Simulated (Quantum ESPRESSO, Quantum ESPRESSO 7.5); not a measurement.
# BeS, zinc blende or diamond type, strained in the (001) plane: a series in biaxial strain in the plane

Aim: how the results for BeS, zinc blende or diamond type, strained in the (001) plane change with biaxial strain in the plane.

Method: plane-wave DFT, PBE, GBRV ultrasoft pseudopotentials, in Quantum ESPRESSO 7.5.

The structure was built from a prototype and need not be the compound's stable phase.

## Step 1: The starting structure

It takes space group F-43m (No. 216, cubic). Conventional cell: a = 4.870 Å, b = 4.870 Å, c = 4.870 Å, α = 90.00°, β = 90.00°, γ = 90.00°. Nearest to Be lie 4 S at 2.11 Å. Nearest to S lie 4 Be at 2.11 Å. Farther neighbours and most contacts between anions are not listed.

Set-up: The cubic cell is relaxed first; each member is held at its strain in the plane while the axis along [001] relaxes. pwcond (ikind = 0) gives the complex bands along [001] at three points across. Fixed occupations.

Members -2, -1, 0, 1 and 2 took the same steps and show in the table alone.

## Step 2: Variable-cell relaxation of the reference

The bulk crystal is relaxed in cell and atoms; the members are built on its lattice constants.

ref.vc.in

```
&control
  prefix = 'ref.vc'
  outdir = './out'
  pseudo_dir = './pseudo'
  nstep = 40
  forc_conv_thr = 0.001
  calculation = 'vc-relax'
/
&system
  ibrav = 0
  nat = 4
  ntyp = 2
  ecutwfc = 50
  ecutrho = 250
  occupations = 'fixed'
/
&electrons
  conv_thr = 1e-10
  mixing_beta = 0.6
  electron_maxstep = 120
/
&ions
/
&cell
  press_conv_thr = 0.2
/
ATOMIC_SPECIES
  Be  9.0122  be_pbe_v1.4.uspp.F.UPF
  S   32.0600  s_pbe_v1.4.uspp.F.UPF
CELL_PARAMETERS angstrom
  3.44361002437849 0.00000000000000 0.00000000000000
  0.00000000000000 3.44361002437849 0.00000000000000
  0.00000000000000 0.00000000000000 4.87000000000000
ATOMIC_POSITIONS crystal
  Be  0.000000000000 0.000000000000 0.000000000000
  S   0.500000000000 0.000000000000 0.250000000000
  Be  0.500000000000 0.500000000000 0.500000000000
  S   0.000000000000 0.500000000000 0.750000000000
K_POINTS automatic
  8 8 6 0 0 0
```

The run is started by

```bash
OMP_NUM_THREADS=1 mpirun -n 4 pw.x -nk 4 -in ref.vc.in > ref.vc.out
```

Output:

```text
Program PWSCF v.7.5 starts
[citation notice left out]

     Parallel version (MPI & OpenMP), running on       4 processor cores
     Number of MPI processes:                 4
     Threads/MPI process:                     1

     MPI processes distributed on     1 nodes
[...]
Current dimensions of program PWSCF are:
     Max number of different atomic species (ntypx) = 10
     Max number of k-points (npk) =  40000
     Max angular momentum in pseudopotentials (lmaxx) =  4
     Found identity + ( -0.5000 -0.5000 -0.5000) symmetry
     This is a supercell, fractional translations are disabled
     Message from routine setup:
     using ibrav=0 with symmetry is DISCOURAGED, use correct ibrav instead

     K-points division:     npool     =       4
     Subspace diagonalization in iterative solution of the eigenvalue problem:
     a serial algorithm will be used

     G-vector sticks info
     --------------------
     sticks:   dense  smooth     PW     G-vecs:    dense   smooth      PW
     Sum         845     673    213                26083    18713    3179

     Using Slab Decomposition

     bravais-lattice index     =            0
     lattice parameter (alat)  =       6.5075  a.u.
     unit-cell volume          =     389.7207 (a.u.)^3
     number of atoms/cell      =            4
     number of atomic types    =            2
     number of electrons       =        20.00
     number of Kohn-Sham states=           10
     kinetic-energy cutoff     =      50.0000  Ry
     charge density cutoff     =     250.0000  Ry
     scf convergence threshold =      1.0E-10
     mixing beta               =       0.6000
     number of iterations used =            8  plain     mixing
     energy convergence thresh.=      1.0E-04
     force convergence thresh. =      1.0E-03
     press convergence thresh. =      2.0E-01
     Exchange-correlation=  SLA  PW   PBX  PBC
                           (   1   4   3   4   0   0   0)
     nstep                     =           40

     celldm(1)=   6.507480  celldm(2)=   0.000000  celldm(3)=   0.000000
     celldm(4)=   0.000000  celldm(5)=   0.000000  celldm(6)=   0.000000

     crystal axes: (cart. coord. in units of alat)
               a(1) = (   1.000000   0.000000   0.000000 )
               a(2) = (   0.000000   1.000000   0.000000 )
               a(3) = (   0.000000   0.000000   1.414214 )

     reciprocal axes: (cart. coord. in units 2 pi/alat)
               b(1) = (  1.000000  0.000000  0.000000 )
               b(2) = (  0.000000  1.000000  0.000000 )
               b(3) = (  0.000000  0.000000  0.707107 )

     PseudoPot. # 1 for Be read from file:
     ./pseudo/be_pbe_v1.4.uspp.F.UPF
     Pseudo is Ultrasoft, Zval =  4.0
     Generated by new atomic code, or converted to UPF format
     Using radial grid of  769 points,  6 beta functions with:
                l(1) =   0
                l(2) =   0
                l(3) =   0
                l(4) =   1
                l(5) =   1
                l(6) =   2
     Q(r) pseudized with 10 coefficients,  rinner =    1.000   1.000   1.000
                                                       1.000   1.000

     PseudoPot. # 2 for S  read from file:
     ./pseudo/s_pbe_v1.4.uspp.F.UPF
     Pseudo is Ultrasoft + core correction, Zval =  6.0
     Generated by new atomic code, or converted to UPF format
     Using radial grid of  907 points,  6 beta functions with:
                l(1) =   0
                l(2) =   0
                l(3) =   1
                l(4) =   1
                l(5) =   2
                l(6) =   2
     Q(r) pseudized with  8 coefficients,  rinner =    1.300   1.300   1.300
                                                       1.300   1.300

     atomic species   valence    mass     pseudopotential
     Be                4.00     9.01220     Be( 1.00)
     S                 6.00    32.06000     S ( 1.00)

      8 Sym. Ops. (no inversion) found

   Cartesian axes

     site n.     atom                  positions (alat units)
         1        Be     tau(   1) = (   0.0000000   0.0000000   0.0000000  )
         2        S      tau(   2) = (   0.5000000   0.0000000   0.3535534  )
         3        Be     tau(   3) = (   0.5000000   0.5000000   0.7071068  )
         4        S      tau(   4) = (   0.0000000   0.5000000   1.0606602  )

     number of k points=    60
                       cart. coord. in units 2pi/alat
        k(    1) = (   0.0000000   0.0000000   0.0000000), wk =   0.0052083
        k(    2) = (   0.0000000   0.0000000   0.1178511), wk =   0.0104167
        k(    3) = (   0.0000000   0.0000000   0.2357023), wk =   0.0104167
        k(    4) = (   0.0000000   0.0000000  -0.3535534), wk =   0.0052083
        k(    5) = (   0.0000000   0.1250000   0.0000000), wk =   0.0208333
        k(    6) = (   0.0000000   0.1250000   0.1178511), wk =   0.0416667
        k(    7) = (   0.0000000   0.1250000   0.2357023), wk =   0.0416667
        k(    8) = (   0.0000000   0.1250000  -0.3535534), wk =   0.0208333
        k(    9) = (   0.0000000   0.2500000   0.0000000), wk =   0.0208333
        k(   10) = (   0.0000000   0.2500000   0.1178511), wk =   0.0416667
[...]
k(   60) = (  -0.5000000  -0.5000000  -0.3535534), wk =   0.0052083

     Dense  grid:    26083 G-vectors     FFT dimensions: (  36,  36,  48)

     Smooth grid:    18713 G-vectors     FFT dimensions: (  30,  30,  45)

     Estimated max dynamical RAM per process >      49.04 MB

     Estimated total dynamical RAM >     177.04 MB

     Initial potential from superposition of free atoms

     starting charge      19.9996, renormalised to      20.0000
     Starting wfcs are   18 randomized atomic wfcs

     total cpu time spent up to now is        2.4 secs

     per-process dynamical memory:    32.9 Mb

     Self-consistent Calculation

     iteration #  1     ecut=    50.00 Ry     beta= 0.60
     Davidson diagonalization with overlap
     ethr =  1.00E-02,  avg # of iterations =  1.9

     Threshold (ethr) on eigenvalues was too large:
     Diagonalizing with lowered threshold

     Davidson diagonalization with overlap
     ethr =  4.27E-04,  avg # of iterations =  2.0

     total cpu time spent up to now is        4.3 secs

     total energy              =    -104.99539117 Ry
     estimated scf accuracy    <       0.08684585 Ry

     iteration #  2     ecut=    50.00 Ry     beta= 0.60
[...]
total energy              =    -105.00360522 Ry
     estimated scf accuracy    <       0.00787933 Ry

     iteration #  3     ecut=    50.00 Ry     beta= 0.60
[...]
Results may differ from those at the preceding step.

     G-vector sticks info
     --------------------
     sticks:   dense  smooth     PW     G-vecs:    dense   smooth      PW
     Sum         853     673    213                26171    18761    3227

     Using Slab Decomposition

     bravais-lattice index     =            0
     lattice parameter (alat)  =       6.5075  a.u.
     unit-cell volume          =     391.5493 (a.u.)^3
     number of atoms/cell      =            4
     number of atomic types    =            2
     number of electrons       =        20.00
     number of Kohn-Sham states=           10
     kinetic-energy cutoff     =      50.0000  Ry
     charge density cutoff     =     250.0000  Ry
     scf convergence threshold =      1.0E-12
     mixing beta               =       0.6000
     number of iterations used =            8  plain     mixing
     press convergence thresh. =      2.0E-01
     Exchange-correlation=  SLA  PW   PBX  PBC
                           (   1   4   3   4   0   0   0)

     celldm(1)=   6.507480  celldm(2)=   0.000000  celldm(3)=   0.000000
     celldm(4)=   0.000000  celldm(5)=   0.000000  celldm(6)=   0.000000

     crystal axes: (cart. coord. in units of alat)
               a(1) = (   1.001568   0.000000   0.000000 )
               a(2) = (   0.000000   1.001568   0.000000 )
               a(3) = (   0.000000   0.000000   1.416404 )

     reciprocal axes: (cart. coord. in units 2 pi/alat)
               b(1) = (  0.998435 -0.000000  0.000000 )
               b(2) = ( -0.000000  0.998435  0.000000 )
               b(3) = (  0.000000  0.000000  0.706013 )

     PseudoPot. # 1 for Be read from file:
     ./pseudo/be_pbe_v1.4.uspp.F.UPF
     Pseudo is Ultrasoft, Zval =  4.0
     Generated by new atomic code, or converted to UPF format
     Using radial grid of  769 points,  6 beta functions with:
                l(1) =   0
                l(2) =   0
                l(3) =   0
                l(4) =   1
                l(5) =   1
                l(6) =   2
     Q(r) pseudized with 10 coefficients,  rinner =    1.000   1.000   1.000
                                                       1.000   1.000

     PseudoPot. # 2 for S  read from file:
     ./pseudo/s_pbe_v1.4.uspp.F.UPF
     Pseudo is Ultrasoft + core correction, Zval =  6.0
     Generated by new atomic code, or converted to UPF format
     Using radial grid of  907 points,  6 beta functions with:
                l(1) =   0
                l(2) =   0
                l(3) =   1
                l(4) =   1
                l(5) =   2
                l(6) =   2
     Q(r) pseudized with  8 coefficients,  rinner =    1.300   1.300   1.300
                                                       1.300   1.300

     atomic species   valence    mass     pseudopotential
     Be                4.00     9.01220     Be( 1.00)
     S                 6.00    32.06000     S ( 1.00)

      8 Sym. Ops. (no inversion) found

   Cartesian axes

     site n.     atom                  positions (alat units)
         1        Be     tau(   1) = (   0.0000000   0.0000000   0.0000000  )
         2        S      tau(   2) = (   0.5007839   0.0000000   0.3541010  )
         3        Be     tau(   3) = (   0.5007839   0.5007839   0.7082021  )
         4        S      tau(   4) = (   0.0000000   0.5007839   1.0623032  )

     number of k points=    60
                       cart. coord. in units 2pi/alat
        k(    1) = (   0.0000000   0.0000000   0.0000000), wk =   0.0052083
        k(    2) = (   0.0000000   0.0000000   0.1176689), wk =   0.0104167
        k(    3) = (   0.0000000   0.0000000   0.2353377), wk =   0.0104167
        k(    4) = (   0.0000000   0.0000000  -0.3530066), wk =   0.0052083
        k(    5) = (  -0.0000000   0.1248043   0.0000000), wk =   0.0208333
        k(    6) = (  -0.0000000   0.1248043   0.1176689), wk =   0.0416667
        k(    7) = (  -0.0000000   0.1248043   0.2353377), wk =   0.0416667
        k(    8) = (  -0.0000000   0.1248043  -0.3530066), wk =   0.0208333
        k(    9) = (  -0.0000000   0.2496086   0.0000000), wk =   0.0208333
        k(   10) = (  -0.0000000   0.2496086   0.1176689), wk =   0.0416667
[...]
k(   60) = (  -0.4992173  -0.4992173  -0.3530066), wk =   0.0052083

     Dense  grid:    26171 G-vectors     FFT dimensions: (  36,  36,  48)

     Smooth grid:    18761 G-vectors     FFT dimensions: (  30,  30,  45)

     Estimated max dynamical RAM per process >      49.58 MB

     Estimated total dynamical RAM >     179.14 MB

     Initial potential from superposition of free atoms

     starting charge      19.9996, renormalised to      20.0000
     Starting wfcs are   18 randomized atomic wfcs

     total cpu time spent up to now is       41.8 secs

     per-process dynamical memory:    54.0 Mb

     Self-consistent Calculation

     iteration #  1     ecut=    50.00 Ry     beta= 0.60
     Davidson diagonalization with overlap
     ethr =  1.00E-06,  avg # of iterations = 10.7

     total cpu time spent up to now is       44.7 secs

     total energy              =    -104.99796726 Ry
     estimated scf accuracy    <       0.08684582 Ry

[...]
iteration # 14     ecut=    50.00 Ry     beta= 0.60
[...]
End of self-consistent calculation

          k = 0.0000 0.0000 0.0000 (  2373 PWs)   bands (ev):

   -93.5389 -93.5389  -8.2637  -6.1767   0.3853   2.7307   2.7307   5.3111
     5.3111   5.3111

          k = 0.0000 0.0000 0.1177 (  2369 PWs)   bands (ev):

   -93.5389 -93.5389  -8.1601  -6.3774   0.7005   2.8494   2.8494   4.8402
     5.0319   5.0319

          k = 0.0000 0.0000 0.2353 (  2345 PWs)   bands (ev):

   -93.5389 -93.5389  -7.8599  -6.8560   1.5179   3.1965   3.1965   3.7925
     4.4069   4.4069

          k = 0.0000 0.0000-0.3530 (  2348 PWs)   bands (ev):

   -93.5389 -93.5389  -7.3992  -7.3992   2.6106   2.6106   3.7402   3.7402
     3.7402   3.7402

          k =-0.0000 0.1248 0.0000 (  2353 PWs)   bands (ev):

   -93.5389 -93.5389  -8.1475  -6.1659   0.5059   2.1906   2.8446   4.5653
     4.9870   5.2625

          k =-0.0000 0.1248 0.1177 (  2355 PWs)   bands (ev):

   -93.5389 -93.5389  -8.0468  -6.3499   0.7224   2.4016   2.9594   3.9075
     5.0134   5.1113

[...]
highest occupied level (ev):     5.3111

!    total energy              =    -105.00419494 Ry
     estimated scf accuracy    <          3.3E-13 Ry

     The total energy is the sum of the following terms:
     one-electron contribution =     -33.85895348 Ry
     hartree contribution      =      16.06993591 Ry
     xc contribution           =     -27.13150367 Ry
     ewald contribution        =     -60.08367370 Ry

     convergence has been achieved in  14 iterations

     Forces acting on atoms (cartesian axes, Ry/au):

     atom    1 type  1   force =     0.00000000    0.00000000    0.00000000
     atom    2 type  2   force =     0.00000000    0.00000000    0.00000002
     atom    3 type  1   force =     0.00000000    0.00000000    0.00000000
     atom    4 type  2   force =     0.00000000    0.00000000   -0.00000002

     Total force =     0.000000     Total SCF correction =     0.000000
     SCF correction compared to forces is large: reduce conv_thr to get better values

     Computing stress (Cartesian axis) and pressure

          total   stress  (Ry/bohr**3)                   (kbar)     P=        0.02
   0.00000019  -0.00000000   0.00000000            0.03       -0.00        0.00
  -0.00000000   0.00000019   0.00000000           -0.00        0.03        0.00
   0.00000000   0.00000000   0.00000002            0.00        0.00        0.00

[...]
=------------------------------------------------------------------------------=
   JOB DONE.
=------------------------------------------------------------------------------=
```

Wall time 64 s (4 MPI ranks of Intel Xeon Platinum 8488C (Sapphire Rapids), shared host); peak memory 0.38 GiB.

The steps of the relaxation:

| step | energy less that of the first step (eV) | largest force (eV/Å) | volume (Å³) |
| --- | --- | --- | --- |
| 1 | 0.0000 | 0.0000 | 57.75 |
| 2 | -0.0003 | 0.0000 | 57.88 |
| 3 | -0.0004 | 0.0000 | 58.02 |
| 4 | -0.0004 | 0.0000 | 58.02 |

| conventional cell, symmetrised | before | after | change |
| --- | --- | --- | --- |
| a (Å) | 4.870 | 4.878 | +0.2 % |
| b (Å) | 4.870 | 4.878 | +0.2 % |
| c (Å) | 4.870 | 4.878 | +0.2 % |
| volume (Å³/atom) | 14.44 | 14.51 | +0.5 % |

The relaxed structure:

```xyz
4
Lattice="3.4490 0.0000 0.0000 0.0000 3.4490 0.0000 0.0000 0.0000 4.8775" Properties=species:S:1:pos:R:3 pbc="T T T"
Be    0.0000    0.0000    0.0000
S     1.7245    0.0000    1.2194
Be    1.7245    1.7245    2.4388
S     0.0000    1.7245    3.6582
```

 The last row is no step: it is a fresh SCF in the final cell with a new plane-wave basis, -0 meV from the row before.

Numbers from this step:

* free energy: -1428.6549 eV
* valence top, on the run's zero: 5.311 eV

[end of part 1 of 6]

[Logs are printed without paths, hosts, clocks, repeated set-up lines and the standing remarks that a program may print on its own settings, such as how far it seeks lower states.]

[Hosts, paths, dates, database ids (printed as entryN), source tags and the programs' standing remarks are cut or masked in the printed files.]

[Maps of the electrostatic potential energy from Ansatz leave out the sawtooth potential of an applied field or a dipole correction, so their vacuum need not be flat; planar profiles and work functions include it.]
